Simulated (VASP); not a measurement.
Output of a VASP run:

**OSZICAR**
```
       N       E                     dE             d eps       ncg     rms          rms(c)
DAV:   1     0.950784968093E+02    0.95078E+02   -0.61256E+03   480   0.109E+03
DAV:   2     0.211161117832E+01   -0.92967E+02   -0.87096E+02   720   0.165E+02
DAV:   3    -0.545798831576E+01   -0.75696E+01   -0.75479E+01   608   0.559E+01
DAV:   4    -0.556674774650E+01   -0.10876E+00   -0.10873E+00   564   0.812E+00
DAV:   5    -0.556805636180E+01   -0.13086E-02   -0.13086E-02   608   0.938E-01    0.159E+00
DAV:   6    -0.544908693388E+01    0.11897E+00   -0.16146E-01   524   0.191E+00    0.122E+00
DAV:   7    -0.542443910473E+01    0.24648E-01   -0.13884E-01   552   0.183E+00    0.592E-01
DAV:   8    -0.542779790865E+01   -0.33588E-02   -0.95780E-03   540   0.639E-01    0.854E-02
DAV:   9    -0.542818616005E+01   -0.38825E-03   -0.88185E-04   564   0.205E-01    0.759E-02
DAV:  10    -0.542827812955E+01   -0.91970E-04   -0.13293E-04   556   0.804E-02    0.135E-02
DAV:  11    -0.542827602903E+01    0.21005E-05   -0.38716E-05   572   0.321E-02    0.549E-03
DAV:  12    -0.542827646521E+01   -0.43618E-06   -0.38280E-06   580   0.141E-02    0.241E-03
DAV:  13    -0.542827647458E+01   -0.93644E-08   -0.11442E-07   412   0.263E-03
   1 F= -.59074307E+01 E0= -.59074307E+01  d E =-.899334E-15
```

### OUTCAR
```
------------------------ aborting loop because EDIFF is reached ----------------------------------------
 Edisp (eV)   -0.47915
  FORCE on cell =-STRESS in cart. coord.  units (eV):
  Direction    XX          YY          ZZ          XY          YZ          ZX
  --------------------------------------------------------------------------------------
  Total      -0.02174    -0.02174    -0.02174     0.00000     0.00000     0.00000
  in kB      -0.36486    -0.36486    -0.36486     0.00000     0.00000     0.00000
  external pressure =       -0.36 kB  Pullay stress =        0.00 kB
  volume of cell :       95.44
      direct lattice vectors                 reciprocal lattice vectors
     4.570000000  0.000000000  0.000000000     0.218818381  0.000000000  0.000000000
     0.000000000  4.570000000  0.000000000     0.000000000  0.218818381  0.000000000
     0.000000000  0.000000000  4.570000000     0.000000000  0.000000000  0.218818381
 POSITION                                       TOTAL-FORCE (eV/Angst)
 -----------------------------------------------------------------------------------
      0.00000      0.00000      0.00000         0.000000      0.000000      0.000000
      2.28500      2.28500      2.28500         0.000000      0.000000      0.000000
 -----------------------------------------------------------------------------------
    total drift:                               -0.000000      0.000000      0.000000
  FREE ENERGIE OF THE ION-ELECTRON SYSTEM (eV)
  ---------------------------------------------------
  free  energy   TOTEN  =        -5.9074307198 eV

  energy  without entropy=       -5.9074307198  energy(sigma->0) =       -5.90743072
```
(Selected blocks of OUTCAR.)

POSCAR:
```
CsI
1
    4.5700000000     0.0000000000     0.0000000000
    0.0000000000     4.5700000000     0.0000000000
    0.0000000000     0.0000000000     4.5700000000
Cs I
1 1
Direct
  0.0000000000   0.0000000000   0.0000000000
  0.5000000000   0.5000000000   0.5000000000
```

### Question
Reconstruct the remaining input files.

### Answer
One answer among several that fit: the input of the run itself, PBE GGA with D3 dispersion (Becke-Johnson damping), plane waves, VASP's PBE PAW potentials (set 64).

**KPOINTS**
```
kpoints
0
G
 6 6 6
0 0 0
```

### INCAR
```
ALGO = Normal
EDIFF = 1E-7
ENCUT = 520
GGA = PE
ISIF = 2
ISMEAR = 0
IVDW = 12
LASPH = .TRUE.
LCHARG = .FALSE.
LMAXMIX = 4
LREAL = .FALSE.
LWAVE = .FALSE.
NELM = 100
PREC = Accurate
SIGMA = 0.05
SYSTEM = CsI
```

POTCAR, in this order: Cs_sv I (PBE.64 set). Program: vasp_std.

The compound is CsI in the CsCl type structure. The cell was not relaxed at this level.
